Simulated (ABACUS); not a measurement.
## ZrN under changes of volume

One of the cells (12.167 Å³/atom); the others are scaled copies at fixed shape and fractional positions:

```
CELL_PARAMETERS angstrom
0.00000 2.30000 2.30000
2.30000 0.00000 2.30000
2.30000 2.30000 0.00000
ATOMIC_POSITIONS crystal
Zr 0.50000 0.50000 0.50000
N 0.00000 0.00000 0.00000
```

* Program: ABACUS 3.10.1
* Functional: PBE
* Potentials or basis: PseudoDojo NC SR 0.4.1 PBE standard
* Cutoff: 1361 eV
* Density cutoff: 5442 eV
* Basis: TZDP LCAO (the cutoffs set its grid)
* k mesh: 10 × 10 × 10
* Occupations: fermi-dirac, width 0.05 eV
* Spin: no spin polarisation

```tsv
volume (Å³/atom)	energy over the lowest point (meV/atom)	pressure (GPa)
11.437	?	?
11.680	14.76	10.6
11.924	3.19	4.8
12.167	0.00	-0.4
12.410	4.29	-5.1
12.654	15.34	-9.3
12.897	32.46	-13.1
```

What does the run at 11.437 Å³/atom give?

Energy over the lowest point 35.64 meV/atom; pressure 17.0 GPa.

Worked out: A Birch-Murnaghan fit of order 3 (a polynomial in V^(-2/3)) to the other rows has its minimum at 12.15 Å³/atom with B0 = V·E''(V) = 248 GPa and B' = 4.2. It gives 35.52 meV/atom at 11.437 Å³/atom, against the run's 35.64, and -dE/dV = 17.0 GPa, against 17.0.

Energies are extrapolated to zero smearing.

Caveats: the atomic orbitals were generated for these runs and aren't a published set; the basis of atomic orbitals isn't converged, which shifts pressures, moduli and gaps.
